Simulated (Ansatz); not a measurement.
Runs of Ansatz 0.2.0 on Sc. The typed cell holds 1 atom: a = 3.202 Å, b = 3.216 Å, c = 3.226 Å, α = 61.44°, β = 61.31°, γ = 62.16°. This isn't the form of Sc at room conditions, which is hcp.

```tsv
level	gap on the mesh (eV)	pressure (GPa)	relaxed volume (Å³/atom)
RPBE	none	0.0	(a)
BLYP	none	0.0	24.97
LDA	none	0.0	22.39
revPBE	none	0.0	25.44
PBEsol	none	0.0	(b)
```

Alike in all rows: task relaxation of cell and atoms; potentials or basis Ansatz PAW; no spin polarisation; cell relaxed; k mesh 10 × 10 × 10; cutoff (eV) 420; smearing fermi-dirac 0.05 eV.

Q: Fill in the values left out.

A: (a) 25.72; (b) 23.61.

Caveats: the plane-wave basis is chosen anew once the cell has moved, so the energies of steps on either side of that aren't comparable; the PAW data sets come from PBE, with cores solved anew for the run's functional, which leaves a small shift of forces and pressure.

A gap of «none» marks a metal or a gap under the smearing width.

Runs at the PBE level aren't shown here.
